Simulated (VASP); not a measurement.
# SrO (Fm-3m) in VASP: further runs

The runs below take SrO through relaxation of cell and atoms, electrostatic potential, with r2SCAN+rVV10, HSE06.

Program: VASP 6.6.1. These are calculated values, not measurements. Logs are shortened: lines on timing, memory, paths and dates and some standing lists are left out, and cuts for length are marked.

## (1) The structure

Symmetry: Fm-3m, No. 225, cubic system. The conventional cell has a = 5.130 Å, b = 5.130 Å, c = 5.130 Å, α = 90.00°, β = 90.00°, γ = 90.00°. Sr (site symmetry m-3m) is surrounded by 6 O at 2.56 Å. O (site symmetry m-3m) is surrounded by 6 Sr at 2.56 Å.

The cell was built by a generator and needn't be a form met in nature.

## (2) Relaxation of cell and atoms, r2SCAN+rVV10

Contents of INCAR:

```
  PREC = Accurate
  ENCUT = 600
  EDIFF = 1E-7
  ISMEAR = 0
  SIGMA = 0.02
  LREAL = False
  LASPH = True
  NELM = 120
  ALGO = Normal
  ISIF = 3
  LWAVE = False
  LCHARG = False
  METAGGA = R2SCAN
  LMIXTAU = True
  LUSE_VDW = True
  IVDW_NL = 2
  BPARAM = 11.95
  CPARAM = 0.0093
  IBRION = 2
  NSW = 40
  EDIFFG = -0.005
  KPAR = 4
```

Contents of KPOINTS:

```
Automatic mesh
0
Gamma
  10 10 10
```

Contents of POSCAR:

```
SrO
1.0
    0.0000000000      2.5650000000      2.5650000000
    2.5650000000      0.0000000000      2.5650000000
    2.5650000000      2.5650000000      0.0000000000
Sr O
1 1
Direct
    0.0000000000      0.0000000000      0.0000000000
    0.5000000000      0.5000000000      0.5000000000
```

Potentials or basis: VASP PAW PBE potentials, release 64 (Sr_sv, O).

Command:

```console
$ cat potpaw_PBE.64/Sr_sv/POTCAR potpaw_PBE.64/O/POTCAR > POTCAR
$ mpirun -np 4 vasp_std > vasp.out
```

OUTCAR:

```text
PREC = Accurate
   ENCUT = 600
   EDIFF = 1E-7
   ISMEAR = 0
   LREAL = False
   LASPH = True
   NELM = 120
   ISIF = 3
   METAGGA = R2SCAN
   IVDW_NL = 2
   BPARAM = 11.95
   IBRION = 2
   NSW = 40
   EDIFFG = -0.005

 ion  position               nearest neighbor table
   1  0.000  0.000  0.000-   2 2.56   2 2.56   2 2.56   2 2.56   2 2.56   2 2.56
   2  0.500  0.500  0.500-   1 2.56   1 2.56   1 2.56   1 2.56   1 2.56   1 2.56

  LATTYP: Found a face centered cubic cell.
 ALAT       =     5.1300000000

  Lattice vectors:

 A1 = (   0.0000000000,   2.5650000000,   2.5650000000)
 A2 = (   2.5650000000,   0.0000000000,   2.5650000000)
 A3 = (   2.5650000000,   2.5650000000,   0.0000000000)

Analysis of symmetry for initial positions (statically):
=====================================================================
 Subroutine PRICEL returns:
 Original cell was already a primitive cell.

 Routine SETGRP: Setting up the symmetry group for a
 face centered cubic supercell.

 Subroutine GETGRP returns: Found 48 space group operations
 (whereof 48 operations were pure point group operations)
 out of a pool of 48 trial point group operations.

The static configuration has the point symmetry O_h .

Analysis of symmetry for dynamics (positions and initial velocities):
=====================================================================
 Subroutine PRICEL returns:
 Original cell was already a primitive cell.

 Routine SETGRP: Setting up the symmetry group for a
 face centered cubic supercell.

 Subroutine GETGRP returns: Found 48 space group operations
 (whereof 48 operations were pure point group operations)
 out of a pool of 48 trial point group operations.

The dynamic configuration has the point symmetry O_h .

 Subroutine INISYM returns: Found 48 space group operations
 (whereof 48 operations are pure point group operations),
 and found     1 'primitive' translations

----------------------------------------------------------------------------------------

                                     Primitive cell

  volume of cell :      33.7514

  direct lattice vectors                    reciprocal lattice vectors
     0.000000000  2.565000000  2.565000000    -0.194931774  0.194931774  0.194931774
     2.565000000  0.000000000  2.565000000     0.194931774 -0.194931774  0.194931774
     2.565000000  2.565000000  0.000000000     0.194931774  0.194931774 -0.194931774

  length of vectors
     3.627457787  3.627457787  3.627457787     0.337631736  0.337631736  0.337631736

  position of ions in fractional coordinates (direct lattice)
[... 104 lines left out ...]
   METAGGA = R2SCAN    functional components
   LHFCALC =     F    Hartree Fock is set to
   AEXX    =    0.0000 exact exchange contribution
   IVDW_NL    =     2    kernel type
   BPARAM     =11.9500
   IVDW    =     0    specifies the selected vdW correction
   LEPSILON=     F    determine dielectric tensor
   LRPA    =     F    only Hartree local field effects (RPA)
 conjugate gradient relaxation of ions
 non-spin polarized calculation
 Gauss-broadening in eV      SIGMA  =   0.02
  energy-cutoff  :      600.00
  volume of cell :       33.75
 maximum number of plane-waves:      1158
 NGX is ok and might be reduce to    30
   NGX = 15   NGY = 15   NGZ = 15

--------------------------------------- Ionic step        1  -------------------------------------------

 number of electron      15.9999997 magnetization

 Free energy of the ion-electron system (eV)
  ---------------------------------------------------
  ext. energy  EPLUGINS =         0.00000000
  ---------------------------------------------------
  free energy    TOTEN  =       -26.65812335 eV

  energy without entropy =      -26.65812335  energy(sigma->0) =      -26.65812335

------------------------ aborting loop because EDIFF is reached ----------------------------------------

  FORCE on cell =-STRESS in cart. coord.  units (eV):
  Direction    XX          YY          ZZ          XY          YZ          ZX
  --------------------------------------------------------------------------------------
  -------------------------------------------------------------------------------------
  Total        0.2535575      0.2535575      0.2535575      0.0000000      0.0000000      0.0000000
  in kB       12.0363552     12.0363552     12.0363552      0.0000000      0.0000000      0.0000000
  external PRESSURE =      12.0363552 kB  Pullay stress =       0.0000000 kB
[... 59 lines left out ...]
--------------------------------------- Ionic step        3  -------------------------------------------

 number of electron      15.9999997 magnetization

 Free energy of the ion-electron system (eV)
  ---------------------------------------------------
  ext. energy  EPLUGINS =         0.00000000
  ---------------------------------------------------
  free energy    TOTEN  =       -26.65965716 eV

  energy without entropy =      -26.65965716  energy(sigma->0) =      -26.65965716

 E-fermi :   1.3883     XC(G=0): -10.6170

 val. band max:        1.2927558059   @ k =   0.0000   0.0000   0.0000
 cond. band min:       4.9939666033   @ k =   0.5000   0.5000   0.0000
 fundamental gap:      3.7012107974
 Fermi energy:         1.3882945133

 k-point     1 :       0.0000    0.0000    0.0000
  band No.  band energies     occupation
      1     -32.1542      2.00000
      2     -14.7285      2.00000
      3     -13.1849      2.00000
      4     -13.1849      2.00000
      5     -13.1849      2.00000
      6       1.2928      2.00000
      7       1.2928      2.00000
      8       1.2928      2.00000
      9       5.8446      0.00000
     10       8.0421      0.00000
     11       8.0421      0.00000
     12       8.0421      0.00000
[... 331 lines left out ...]
 k-point    24 :       0.4000    0.3000    0.0000
  band No.  band energies     occupation
      1     -32.0113      2.00000
      2     -15.3207      2.00000
      3     -13.5311      2.00000
      4     -13.4554      2.00000
      5     -13.1047      2.00000
      6       0.2392      2.00000
      7       0.9910      2.00000
      8       1.0629      2.00000
      9       5.6852      0.00000
     10       9.0953      0.00000
     11      11.4173      0.00000
     12      11.6403      0.00000

 [... further k-points ...]

------------------------ aborting loop because EDIFF is reached ----------------------------------------

  FORCE on cell =-STRESS in cart. coord.  units (eV):
  Direction    XX          YY          ZZ          XY          YZ          ZX
  --------------------------------------------------------------------------------------
  -------------------------------------------------------------------------------------
  Total        0.0003561      0.0003561      0.0003561      0.0000000      0.0000000      0.0000000
  in kB        0.0166973      0.0166973      0.0166973      0.0000000      0.0000000      0.0000000
  external PRESSURE =       0.0166973 kB  Pullay stress =       0.0000000 kB
[... 17 lines left out ...]
  FREE ENERGIE OF THE ION-ELECTRON SYSTEM (eV)
  ---------------------------------------------------
  free  energy   TOTEN  =       -26.6596571620 eV

  energy  without entropy=      -26.6596571620  energy(sigma->0) =      -26.65965716

 reached required accuracy - stopping structural energy minimisation
```

CONTCAR:

```text
SrO
   1.00000000000000
     0.0000000000000000    2.5754250918327766    2.5754250918327766
     2.5754250918327766    0.0000000000000000    2.5754250918327766
     2.5754250918327766    2.5754250918327766    0.0000000000000000
  Sr              O
     1     1
Direct
     0.0000000000000000    0.0000000000000000    0.0000000000000000
     0.5000000000000000    0.5000000000000000    0.5000000000000000

  0.00000000E+00  0.00000000E+00  0.00000000E+00
  0.00000000E+00  0.00000000E+00  0.00000000E+00
```

It took 2.9 min on 4 MPI ranks of Intel Xeon 6975P-C (Granite Rapids), shared host; peak memory 0.29 GiB.

Results:

| Item | Value |
| --- | --- |
| Free energy | -26.6597 eV |
| Relaxed volume | 17.08 Å³/atom |
| Relaxed cell | a = 3.642 Å, b = 3.642 Å, c = 3.642 Å, α = 60.00°, β = 60.00°, γ = 60.00° |
| Space group after relaxing (to 0.05 Å) | Fm-3m (No. 225) |
| Energy gained by relaxing | 0.8 meV/atom |
| Ionic steps | 3 |
| Pressure after relaxing | 0.0 GPa |
| Band gap on the k mesh | 3.70 eV, indirect (least direct gap 3.79 eV) |

Step by step:
| step | energy change (eV) | largest force (eV/Å) | pressure (GPa) | volume (Å³) |
| --- | --- | --- | --- | --- |
| 1 | 0.0000 | 0.0000 | 1.20 | 33.75 |
| 2 | -0.0012 | 0.0000 | -0.58 | 34.37 |
| 3 | -0.0015 | 0.0000 | 0.00 | 34.16 |

Final structure:
```yaml
crystal:
  lattice:
    - [0.00000, 2.57543, 2.57543]
    - [2.57543, 0.00000, 2.57543]
    - [2.57543, 2.57543, 0.00000]
  atoms:
    - { symbol: Sr, position: [0.00000, 0.00000, 0.00000] }
    - { symbol: O, position: [0.50000, 0.50000, 0.50000] }
```

Levels at points of the mesh, in eV from the valence-band top:
```csv
k point,band 4,band 5,band 6,band 7,band 8,band 9,band 10,band 11,band 12
"(0.00, 0.00, 0.00)",-14.48,-14.48,0.00,0.00,0.00,4.55,6.75,6.75,6.75
"(0.50, 0.00, 0.00)",-14.55,-13.48,-2.12,-1.12,-1.12,7.06,8.96,9.45,9.45
"(0.50, 0.50, 0.00)",-14.84,-14.84,-0.44,-0.09,-0.09,3.70,8.47,10.91,11.00
```

Caveat: the PAW data sets were made with another functional, which shifts forces and pressure a little. r2SCAN opens gaps a little over a GGA but as a rule still falls short of measured ones.

## (3) Electrostatic potential, r2SCAN+rVV10

This run uses another cell than the first one, of 17.08 Å³/atom, 1.012 times its volume.

Contents of INCAR:

```
  PREC = Accurate
  ENCUT = 520
  EDIFF = 1E-7
  ISMEAR = 0
  SIGMA = 0.02
  LREAL = F
  LASPH = T
  NELM = 100
  ALGO = Normal
  ISIF = 2
  LWAVE = F
  LCHARG = T
  METAGGA = R2SCAN
  LMIXTAU = T
  LUSE_VDW = T
  IVDW_NL = 2
  BPARAM = 11.95
  CPARAM = 0.0093
  LVHAR = T
  KPAR = 4
```

Contents of KPOINTS:

```
regular mesh
0
Gamma
  10 10 10
```

Contents of POSCAR:

```
SrO                                     
1.0
    0.0000000000      2.5754250918      2.5754250918
    2.5754250918      0.0000000000      2.5754250918
    2.5754250918      2.5754250918      0.0000000000
  Sr              O             
     1     1
Direct
     0.0000000000000000    0.0000000000000000    0.0000000000000000
     0.5000000000000000    0.5000000000000000    0.5000000000000000
```

Potentials or basis: VASP PAW PBE potentials, release 64 (Sr_sv, O).

Command:

```console
$ cat potpaw_PBE.64/Sr_sv/POTCAR potpaw_PBE.64/O/POTCAR > POTCAR
$ mpirun -np 4 vasp_std > vasp.out
```

Run time: 63 s. Hardware: 4 MPI ranks of Intel Xeon 6975P-C (Granite Rapids), shared host; peak memory 0.26 GiB.

The run converged. Its results:

```yaml
Free_energy: -26.6577 eV
Pressure: 0.1 GPa
Band_gap_on_the_k_mesh: 3.70 eV, indirect (least direct gap 3.79 eV)
```

Levels at points of the mesh, in eV from the valence-band top:
```csv
k point,band 4,band 5,band 6,band 7,band 8,band 9,band 10,band 11,band 12
"(0.00, 0.00, 0.00)",-14.48,-14.48,0.00,0.00,0.00,4.55,6.75,6.75,6.75
"(0.50, 0.00, 0.00)",-14.55,-13.48,-2.12,-1.12,-1.12,7.06,8.96,9.45,9.45
"(0.50, 0.50, 0.00)",-14.84,-14.84,-0.44,-0.09,-0.09,3.70,8.47,10.90,11.00
```

Caveat: the PAW data sets were made with another functional, which shifts forces and pressure a little. A k mesh can miss the band edges.

(Continued in part 2 of 2.)
